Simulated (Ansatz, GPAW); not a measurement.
This is a calculation of HfN for GPAW 26.7.0 (ASE script). 

The input run.py:

```python
from ase.dft.bandgap import bandgap
from ase.io import read, write
from ase.units import GPa
from gpaw import GPAW, PW

atoms = read('POSCAR')

calc = GPAW(mode=PW(800),
            xc='PBE',
            kpts={'size': (10, 10, 10), 'gamma': True},
            occupations={'name': 'methfessel-paxton', 'order': 0, 'width': 0.015},
            nbands=19,
            convergence={'density': 1e-05, 'energy': 1e-05},
            maxiter=150,
            txt='gpaw.txt')
atoms.calc = calc
energy = atoms.get_potential_energy()
forces = atoms.get_forces()
stress = atoms.get_stress()
calc.write('gs.gpw')
write('result.traj', atoms)
print(f'Energy: {energy:.6f} eV')
print('Forces (eV/A):')
print(forces.round(4))
print('Stress (GPa):', (stress / GPa).round(3))
print('Fermi level:', round(calc.get_fermi_level(), 4), 'eV')
print(f'Gap: {bandgap(calc)[0]:.4f} eV, direct: {bandgap(calc, direct=True)[0]:.4f} eV')
```

File POSCAR:

```
HfN
1.0
    0.0000000000      2.2560000000      2.2560000000
    2.2560000000      0.0000000000      2.2560000000
    2.2560000000      2.2560000000      0.0000000000
Hf N
1 1
Direct
    0.0000000000      0.0000000000      0.0000000000
    0.5000000000      0.5000000000      0.5000000000
```

Potentials or basis: GPAW PAW data sets (gpaw-data 1.2.1), pw.

Launch:

```sh
$ OMP_NUM_THREADS=1 python run.py
```

**Question.** What does the same run look like in Ansatz 0.2.0? Potentials or basis there: Ansatz PAW, cutoff 420 eV.

**Answer.** As run (cutoffs and basis follow the program's own potentials, and thresholds, step limits or extra output files can differ):

File input.yaml:

```yaml
crystal:
  lattice:
    - [0.0, 2.256, 2.256]
    - [2.256, 0.0, 2.256]
    - [2.256, 2.256, 0.0]
  atoms:
    - { symbol: Hf, position: [0.0, 0.0, 0.0] }
    - { symbol: "N", position: [0.5, 0.5, 0.5] }
hamiltonian:
  xc: pbe
  pseudopotentials: { kind: paw }
kpoints:
  mp_grid: { grid: [10, 10, 10] }
scf:
  occupations: { method: gaussian, width: 0.015 }
output:
  forces: true
  stress: true
  eigenvalues: true
  write_density: true
  write_potential: true
  elf: true
  volumetric_format: npy
```

Potentials or basis: Ansatz PAW.

Launch:

```console
$ ansatz run input.yaml --threads 2 --pin off --max-ram 5632MiB --backend cpu --events-out ev --progress --plain --runs-dir out
```

Both were run:

|  | GPAW | Ansatz |
| --- | --- | --- |
| Pressure | 6.7 GPa | 6.6 GPa |

Ansatz's pressure holds a Pulay term of +0.50 GPa for its cutoff of 420 eV, which the other run lacks.

The potentials hold 17 and 31 valence electrons a cell.

Where Ansatz's input types no cutoff or centring, it takes its own default and a Γ-centred mesh.

Pressure is positive in compression.
